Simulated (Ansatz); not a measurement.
Zincblende PbS, relaxed with r2SCAN in Ansatz 0.2.0: space group F-43m (No. 216), cubic; conventional cell a = 6.602 Å, 35.97 Å³ an atom. Around Pb lie 4 S at 2.86 Å; around S lie 4 Pb at 2.86 Å. The primitive cell holds 2 atoms in 71.94 Å³. Values at 0 K without nuclear motion; no magnetic order is allowed, and the phase may be a hypothetical one.

Computed values: PBE gives a gap of 0.80 eV and PBE0 (25 % exact exchange) 1.94 eV; one over PBE's mean ε∞ is 0.144. r2SCAN gives 0.95 eV and r2SCAN0 (25 %) 2.01 eV. HSE06+SOC (4×4×4) gives a least gap of 1.16 eV and a least direct gap of 1.72 eV. r2SCAN's ε∞ is 6.51. On the PBEsol cell (Ω = 70.11 Å³ for two atoms) PBEsol gives ω_TO = 177.6 cm⁻¹, Z* = ±2.338 and ε∞ = 7.421.

Task: What is the density?

Result: The cell holds 1 Pb, 1 S: M = 1×207.200 + 1×32.060 = 239.26 u in V = 71.94 Å³. ρ = 1.66054 × M/V = 1.66054 × 239.26/71.94 = 5.523 g/cm³, for the static r2SCAN lattice.

Task: Taking the gap as linear in the share of unscreened exchange, estimate the gap of the hybrid whose share is 1/ε∞.

Result: The slope is (1.94 − 0.80)/0.25 = 4.56 eV per unit share, so E_g ≈ 0.80 + 4.56 × 0.144 = 1.46 eV. The run with that share gives 1.44 eV (4×4×4 mesh), -0.02 eV from the straight line.

Task: Interpolate to r2SCANh, with 10 % exact exchange.

Result: 0.95 + (2.01 − 0.95) × 0.10/0.25 = 1.37 eV; the run gives 1.37 eV (0.00 eV against the interpolation).

Task: At what wavelength does absorption set in by HSE06+SOC, excitons left aside?

Result: λ = 1239.84 eV nm/E: 1069 nm for the least gap, where it needs phonons and is weak, and 721 nm for direct transitions.

Task: What refractive index and reflectivity at normal incidence follow, below the gap and above the phonons?

Result: n = √6.51 = 2.551; R = ((n − 1)/(n + 1))² = (1.551/3.551)² = 19.1 % a face.

Task: Work out the longitudinal frequency.

Result: ω_LO² − ω_TO² = 4π Z*² e²/(ε∞ μ Ω), with μ = 207.20×32.06/239.26 = 27.764 u and e² = 14.400 eV Å; √(eV/(u Å²)) is 521.47 cm⁻¹. That gives 1.86e+04 cm⁻², so ω_LO = √(177.6² + 1.86e+04) = 224.0 cm⁻¹; the program prints 224.0.

Task: What static dielectric constant follows from Lyddane-Sachs-Teller, and how strong is the polar coupling 1/ε∞ − 1/ε⁰?

Result: ε⁰ = ε∞ (ω_LO/ω_TO)² = 7.421 × (224.0/177.6)² = 11.80 (the run: 11.80). 1/ε∞ − 1/ε⁰ = 0.1348 − 0.0847 = 0.0500, the factor that enters the Fröhlich constant.

Only the levels marked +SOC include spin-orbit coupling.

The meshes of the hybrids are coarse, so their gaps aren't converged to the digits shown.
